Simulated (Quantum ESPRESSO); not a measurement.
**CuO under changes of volume**

One of the cells (9.643 Å³/atom); the others are scaled copies at fixed shape and fractional positions:

```
Cu O
1.0
     2.83633    0.00000    0.00000
    -1.41816    2.45633    0.00000
     0.00000    0.00000    2.76811
Cu O
1 1
Direct
  0.00000 0.00000 0.00000
  0.66667 0.33333 0.50000
```

Measurements of this composition are mostly on another form, of space group No. 15.

```yaml
Program: Quantum ESPRESSO 7.5
Functional: PBE
Potentials_or_basis: SSSP 1.3 efficiency PBE
Cutoff: 748 eV
Density_cutoff: 5987 eV
k_mesh: 11 × 11 × 10
Occupations: fermi-dirac, width 0.05 eV
Spin: no spin polarisation
```

```tsv
volume (Å³/atom)	energy over the lowest point (meV/atom)	pressure (GPa)
9.064	18.53	11.1
9.257	?	?
9.450	1.44	2.6
9.643	0.00	-1.0
9.836	2.59	-4.1
10.028	8.78	-6.9
10.221	18.19	-9.4
```

Problem. What does the run at 9.257 Å³/atom give?

Solution. Energy over the lowest point 7.43 meV/atom; pressure 6.6 GPa.

Worked out: A Birch-Murnaghan fit of order 3 (a polynomial in V^(-2/3)) to the other rows has its minimum at 9.61 Å³/atom with B0 = V·E''(V) = 170 GPa and B' = 4.7 at fixed shape and positions, which overstates the stiffness. It gives 7.43 meV/atom at 9.257 Å³/atom, against the run's 7.43, and -dE/dV = 7.0 GPa, against 6.6.

Energies are extrapolated to zero smearing.

Caveats: an odd number of electrons without spin polarisation forces a metal; a magnetic or distorted state may lie lower; the run has no spin polarisation, though such a crystal can be magnetic.
